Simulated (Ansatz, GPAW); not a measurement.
# Geometry or basis: what sets the conductance of propane-1,3-dithiol between two Al chains, part 2 of 5

Aim: the conductance of propane-1,3-dithiol between two Al chains after relaxation, and whether geometry, basis or functional moves it most.

GPAW 26.7.0 and Ansatz 0.2.0; Ansatz plane waves; relaxation of the junction with the lead ends held; PAW set soft_1 (the session's first sound run).

So far. Step 2 (Relaxation): The relaxation lowered the energy of the cell by 2.28 eV.

### Step 3. Plane waves, PBE

A plane-wave run comes first: its basis does not favour the atoms, so it serves as the reference for the orbital bases.

This step: Ansatz plane waves; Landauer transmission by layers, zero bias; PAW set soft_1 (Ansatz 0.2.0).

File input.yaml:

```yaml
crystal:
  lattice:
    - [11.8309361318, 0.0, 0.0]
    - [0.0, 12.1660751619, 0.0]
    - [0.0, 0.0, 37.103306232]
  atoms:
    - { symbol: Al, position: [0.5, 0.5, 0.0323421313] }
    - { symbol: Al, position: [0.5, 0.5, 0.0970263938] }
    - { symbol: Al, position: [0.5, 0.5, 0.1617106563] }
    - { symbol: Al, position: [0.5, 0.5, 0.2263949188] }
    - { symbol: Al, position: [0.5, 0.5, 0.2910791813] }
    - { symbol: Al, position: [0.4923183515, 0.6495260357, 0.3380836968] }
    - { symbol: Al, position: [0.501874003, 0.4793828639, 0.3772359688] }
    - { symbol: S, position: [0.5075492543, 0.3659496018, 0.4250057556] }
    - { symbol: H, position: [0.4363652044, 0.5119555737, 0.4644777924] }
    - { symbol: H, position: [0.5868911922, 0.5061107892, 0.464907575] }
    - { symbol: C, position: [0.5094448859, 0.4564704908, 0.4656328332] }
    - { symbol: H, position: [0.4284700477, 0.3353104358, 0.4999855802] }
    - { symbol: C, position: [0.505726254, 0.3855939108, 0.4999723782] }
    - { symbol: H, position: [0.5775352611, 0.3281558919, 0.4999541192] }
    - { symbol: C, position: [0.509582103, 0.4564324234, 0.5343159105] }
    - { symbol: H, position: [0.5870074504, 0.5061052046, 0.535021509] }
    - { symbol: H, position: [0.4364751635, 0.5118690398, 0.5355296796] }
    - { symbol: S, position: [0.5079812186, 0.3657761182, 0.5749168565] }
    - { symbol: Al, position: [0.5018764418, 0.4793758798, 0.6226383148] }
    - { symbol: Al, position: [0.4919625871, 0.6493260146, 0.6618573576] }
    - { symbol: Al, position: [0.5, 0.5, 0.7089208187] }
    - { symbol: Al, position: [0.5, 0.5, 0.7736050812] }
    - { symbol: Al, position: [0.5, 0.5, 0.8382893437] }
    - { symbol: Al, position: [0.5, 0.5, 0.9029736062] }
    - { symbol: Al, position: [0.5, 0.5, 0.9676578687] }
kpoints:
  mp_grid: { grid: [1, 1, 2] }
hamiltonian:
  xc: pbe
  pseudopotentials: { kind: paw, azcp: { folder: soft_1 } }
scf:
  occupations: { method: fermi_dirac, width: 0.1 }
output:
  transmission:
    leads: [[0, 1]]
    e_range: [-2, 2]
    de: 0.025
    kmesh: [1, 1]
    reduced_basis: true
  write_potential: true
  write_density: true
  volumetric_format: npy
```

Launch:

```bash
ansatz run input.yaml --threads 4 --pin off --max-ram 8192MiB --backend cpu --events-out ev --progress --plain --runs-dir out
```

Numbers of over 12 decimals in the logs are rounded to 6 here.

The log of the run:

```text
[...]
Crystal: 25 atoms, lattice volume = 5340.504 Å³
Basis set: ecut = 420 eV, 104419 PW (Γ)
Bands: 61, of which v1, the nominal top of the filled ones, is band 36 counted from 1 (35 counted from 0)
Symmetry: 1 space group operations
[...]
k-points: 2
[...]
SCF iter   1: F=—  HF=-10162.608661 eV  |F-HF|=—  |Δ(HF+E_count)|=         —  Δρ=1.78e-2  dr2=2.44e1  ethr=3.10e-3  ⟨swp⟩=20.0  Hψ=850  notcnv=0
[...]
SCF iter  13: F=-10154.871883 eV  HF=-10154.871883 eV  |F-HF|=1.64e-8  |Δ(HF+E_count)|=   7.42e-8  Δρ=6.61e-7  dr2=5.94e-8  ethr=1.39e-10  ⟨swp⟩=23.5  Hψ=705  notcnv=0
SCF 1 converged in 13 iterations: F = -10154.871883 eV  dr2 = 5.94e-8
[...]
transmission: 5 of 46 steps passed
transmission: 10 of 46 steps passed
[...]
transmission: 46 of 46 steps passed
WARN: The output density's exchange-correlation potential varies sharply where the density is thin. Do not read a vacuum level from v_tot or v_xc, or from such a field of the output density. On a cell that repeats whose density bears no net charge and no dipole along the vacuum's axis use v_es (v_loc + v_h of the components); under efield.dipole_correction with no amplitude use v_es + v_field, which holds any externa [...]
SCF converged after 13 iterations
Free energy (F): -10154.871883 eV
[...]
Internal energy: -10154.316626 eV  (E = F + TS)
E sigma→0 (E₀):  -10154.594254 eV
Entropy (-TS):   -0.555257 eV (-22.210 meV/atom)
Fermi energy:    -3.446498 eV
[...]
--- Band table (eV) ---
  k-point 0: bands = [... 32 lower, -3.7726, -3.7259, -3.5850, -3.5810, -3.3583, -3.3107, -3.0698, -2.9542, ... 21 higher]
  k-point 1: bands = [... 32 lower, -3.7719, -3.7265, -3.5871, -3.5802, -3.3589, -3.3081, -3.0695, -2.9564, ... 21 higher]
--- Transmission ---
  basis      : 1267 plane waves across, 46 finite elements along
  points     : 1, standing for a mesh of 1 x 1
  filling    : by the input's occupations and mesh, since the crystals that have channels conduct as metals do. If one of these is a semiconductor, that mesh has misplaced its level
  energies   : 161 from -2.000000 to 2.000000 eV about the Fermi level, 0.025000 eV apart; the leads are filled to 0.000000 eV, and channels, transmission and decay are at 0.000000 eV
  crystal 0  : Al1, at the sites [0, 1], period 2.4000 Å, over 24.00 Å; its Hamiltonian steps by up to 26.1 meV: too much for a lead, lay more layers or, if its atoms are ordered, name the step of that order
    offset         : up to 0.0000 Å between an atom of the period and one for which it stands
    filled         : 21.1 meV over the level at which it is neutral
    channels       : 2.000000e0 a spin
    conductance    : 1.0766e14 S/m² at 300 K; may be off by some 0.0 % by where its bands' edges are placed, 0.0 % from the distance to neutral
  junction   : crystal 0 to crystal 0, 0.70 to 35.40 Å
    transmission   : 2.530886e-4 a spin
    conductance    : 1.3471e10 S/m² at 300 K (1.3471e10 on every other energy)
    error estimate : 0.0 % from the energy spacing and 0.0 % from band edges of the leads and from resonances (wavevectors taken as independent; lower de), 5.2 % from the steps of its leads' Hamiltonians or their offsets (lay more layers), 1.7 % from the distance to neutral
    resistance     : 7.4227e1 Ω µm² beyond half of each lead's own
```

Elapsed: 3.3 h, on 4 threads of Arm Neoverse V1, shared host; peak memory 6.7 GiB.

The column dr2 measures how far the density is from self-consistency, as an energy; F and HF (Harris–Foulkes) agree once it is small.

Numbers from this step:

```
lead level                                              : 0 eV from the Fermi level
transmission at the Fermi level (one spin)              : 2.53e-4
open channels of the lead at the Fermi level (one spin) : 2
step of the potential along the lead                    : 26.1 meV
offset of the lead                                      : 0 Å
filling of the lead less its bulk value, in size        : 21.1 meV
conductance                                             : 2.50e-4 G₀
```

One spin. Transmission, zone mean against energy, zero at the Fermi level:

```
energy (eV)  transmission, zone mean
     -2.000                   6.5e-6
     -1.900                   7.3e-6
     -1.800                   2.6e-6
     -1.700                   5.8e-6
     -1.600                   2.4e-4
     -1.525                    0.683
     -1.500                   0.0282
     -1.425                    0.201
     -1.400                  0.00906
     -1.300                   1.1e-4
     -1.200                        0
     -1.100                        0
     -1.000                        0
     -0.900                        0
     -0.800                        0
     -0.700                        0
     -0.600                        0
     -0.500                        0
     -0.400                   3.1e-6
     -0.300                   1.5e-4
     -0.200                   2.3e-4
     -0.100                   2.6e-4
      0.000                   2.5e-4
      0.100                   2.2e-4
      0.200                   1.8e-4
      0.300                   1.4e-4
      0.400                   9.7e-5
      0.500                   6.2e-5
      0.600                   3.3e-5
      0.700                   1.3e-5
      0.800                   4.6e-6
      0.900                   5.1e-6
      1.000                  0.00102
      1.100                   0.0147
      1.200                    0.229
      1.300                    0.993
      1.400                    0.995
      1.425                    1.000
      1.500                    0.867
      1.600                    0.465
      1.700                    0.232
      1.800                    0.131
      1.900                   0.0835
      2.000                   0.0577
```

One spin. Table of open channels, zone mean by energy, zero at the Fermi level:

energy (eV), open channels, zone mean and a bar:
```
   -2.000       1.00 ##########
   -1.900       1.00 ##########
   -1.800       1.00 ##########
   -1.700       1.00 ##########
   -1.600       1.00 ##########
   -1.500       1.00 ##########
   -1.400       1.00 ##########
   -1.300       1.00 ##########
   -1.200       0.00 
   -1.100       0.00 
   -1.000       0.00 
   -0.900       0.00 
   -0.800       0.00 
   -0.700       0.00 
   -0.600       0.00 
   -0.500       0.00 
   -0.400       2.00 ####################
   -0.300       2.00 ####################
   -0.200       2.00 ####################
   -0.100       2.00 ####################
    0.000       2.00 ####################
    0.100       2.00 ####################
    0.200       2.00 ####################
    0.300       2.00 ####################
    0.400       2.00 ####################
    0.500       2.00 ####################
    0.600       2.00 ####################
    0.700       2.00 ####################
    0.800       2.00 ####################
    0.900       2.00 ####################
    1.000       3.00 ##############################
    1.100       3.00 ##############################
    1.200       3.00 ##############################
    1.300       3.00 ##############################
    1.400       3.00 ##############################
    1.500       3.00 ##############################
    1.600       3.00 ##############################
    1.700       3.00 ##############################
    1.800       3.00 ##############################
    1.900       3.00 ##############################
    2.000       3.00 ##############################
```

Crystal 0, spin -, k parallel (0, 0); distinct values, listed up to 1.5 1/Å. Im kz of the slowest decaying states against energy, zero at the Fermi level:

```
energy (eV)  decay 1 (Å⁻¹)  decay 2 (Å⁻¹)  decay 3 (Å⁻¹)  decay 4 (Å⁻¹)
     -2.000          0.669          0.671           1.18           1.27
     -1.800          0.626          0.627           1.16           1.25
     -1.600          0.579          0.581           1.13           1.23
     -1.400          0.529          0.530           1.11           1.21
     -1.200         0.0390          0.472          0.474           1.09
     -1.000         0.0801          0.409          0.411           1.06
     -0.800          0.101          0.333          0.335           1.04
     -0.600          0.113          0.233          0.237           1.01
     -0.400          0.119          0.986           1.09           1.12
     -0.200          0.121          0.959           1.07           1.10
      0.000          0.119          0.931           1.04           1.08
      0.200          0.113          0.902           1.02           1.05
      0.400          0.101          0.873          0.990           1.03
      0.600         0.0834          0.842          0.963           1.00
      0.800         0.0528          0.810          0.935          0.974
      1.000          0.777          0.906          0.946          0.985
      1.200          0.742          0.877          0.918          0.958
      1.400          0.706          0.846          0.889          0.930
      1.600          0.667          0.815          0.859          0.901
      1.800          0.626          0.782          0.828          0.871
      2.000          0.583          0.748          0.795          0.840
```

Crystal 0, spin -, k parallel (0, 0). Table of Re kz of states that move upwards by energy, zero at the Fermi level:

```
energy (eV)  channel 1 (Å⁻¹)  channel 2 (Å⁻¹)  channel 3 (Å⁻¹)
     -2.000             1.13                -                -
     -1.800             1.16                -                -
     -1.600             1.20                -                -
     -1.400             1.24                -                -
     -1.200                -                -                -
     -1.000                -                -                -
     -0.800                -                -                -
     -0.600                -                -                -
     -0.400          0.00489           0.0429                -
     -0.200            0.237            0.241                -
      0.000            0.335            0.338                -
      0.200            0.411            0.413                -
      0.400            0.474            0.476                -
      0.600            0.530            0.532                -
      0.800            0.581            0.583                -
      1.000            -1.26            0.628            0.629
      1.200            -1.22            0.671            0.672
      1.400            -1.19            0.712            0.713
      1.600            -1.16            0.750            0.751
      1.800            -1.13            0.787            0.788
      2.000            -1.11            0.822            0.823
```

The electrostatic potential energy of an electron (with the applied field's), less the Fermi level, planar mean oscillates, so the rows of the table below give means over windows of 1 Å about each position, cut where the curve ends. Its first 14 maxima inside the range that stand out by 2 % of the span (Å: eV): 2.4: 4.03, 4.7: 4.02, 7.1: 3.98, 9.6: 3.96, 11.7: 3.59, 15.0: 3.70, 16.6: 3.69, 18.0: 3.58, 19.1: 3.58, 20.5: 3.69, 22.1: 3.70, 25.4: 3.60, 27.5: 3.96, 30.0: 3.99. Its first 14 minima: 0.9: 3.65, 3.9: 3.65, 6.2: 3.64, 8.2: 3.60, 11.3: 3.54, 13.4: 3.29, 15.7: 3.36, 17.2: 3.10, 18.6: 3.05, 19.9: 3.10, 21.4: 3.35, 23.7: 3.29, 25.8: 3.54, 28.9: 3.60.

The electrostatic potential energy of an electron (with the applied field's), less the Fermi level, planar mean by z; means over each step:

```
z (Å)  electrostatic potential energy of an electron (with the applied field's), less the Fermi level, planar mean (eV)
    0                                                                                                              3.94
    1                                                                                                              3.68
    2                                                                                                              3.86
    3                                                                                                              3.78
    4                                                                                                              3.72
    5                                                                                                              3.91
    6                                                                                                              3.65
    7                                                                                                              3.88
    8                                                                                                              3.67
    9                                                                                                              3.72
   10                                                                                                              3.79
   11                                                                                                              3.58
   12                                                                                                              3.55
   13                                                                                                              3.38
   14                                                                                                              3.46
   15                                                                                                              3.59
   16                                                                                                              3.44
   17                                                                                                              3.37
   18                                                                                                              3.39
   19                                                                                                              3.36
   20                                                                                                              3.33
   21                                                                                                              3.47
   22                                                                                                              3.57
   23                                                                                                              3.48
   24                                                                                                              3.36
   25                                                                                                              3.54
   26                                                                                                              3.58
   27                                                                                                              3.75
   28                                                                                                              3.76
   29                                                                                                              3.64
   30                                                                                                              3.90
   31                                                                                                              3.65
   32                                                                                                              3.88
   33                                                                                                              3.75
   34                                                                                                              3.75
   35                                                                                                              3.89
   36                                                                                                              3.67
```

The valence density, planar mean oscillates, so the rows of the table below give means over windows of 1 Å about each position, cut where the curve ends. Its first 14 maxima inside the range that stand out by 2 % of the span (Å: e/Å³): 2.4: 0.00991, 4.7: 0.00993, 7.0: 0.00991, 9.4: 0.00977, 11.7: 0.0142, 13.2: 0.0143, 15.6: 0.0280, 17.2: 0.0394, 18.6: 0.0396, 19.9: 0.0394, 21.5: 0.0280, 23.9: 0.0143, 25.4: 0.0142, 27.8: 0.00977. Its first 14 minima: 1.2: 0.00707, 3.6: 0.00710, 5.9: 0.00716, 8.3: 0.00708, 10.5: 0.00826, 12.5: 0.0119, 14.2: 0.0103, 16.5: 0.0233, 18.0: 0.0258, 19.1: 0.0258, 20.6: 0.0233, 22.9: 0.0103, 24.6: 0.0119, 26.6: 0.00825.

Table of valence density, planar mean by z; means over each step:

```
z (Å)  valence density, planar mean (e/Å³)
    0                              0.00972
    1                              0.00774
    2                              0.00924
    3                              0.00870
    4                              0.00823
    5                              0.00959
    6                              0.00764
    7                              0.00962
    8                              0.00806
    9                              0.00876
   10                              0.00910
   11                               0.0104
   12                               0.0132
   13                               0.0133
   14                               0.0113
   15                               0.0196
   16                               0.0264
   17                               0.0318
   18                               0.0306
   19                               0.0312
   20                               0.0327
   21                               0.0260
   22                               0.0212
   23                               0.0112
   24                               0.0134
   25                               0.0130
   26                               0.0109
   27                              0.00896
   28                              0.00901
   29                              0.00783
   30                              0.00969
   31                              0.00771
   32                              0.00941
   33                              0.00851
   34                              0.00842
   35                              0.00945
   36                              0.00761
```

The largest of the program's own error estimates on the conductance is 5.2 %. T at the Fermi level is 2.5e-4; the potential still steps by 26.1 meV from one lead period to the next, more than the program accepts for a lead, so the cell is too short for a firm reference, and the program's own error estimates apply.

[end of part 2 of 5]

[Logs are printed without paths, hosts, clocks, repeated set-up lines and the standing remarks that a program may print on its own settings, such as how far it seeks lower states.]

[Hosts, paths, dates, database ids (printed as entryN), source tags and the programs' standing remarks are cut or masked in the printed files.]
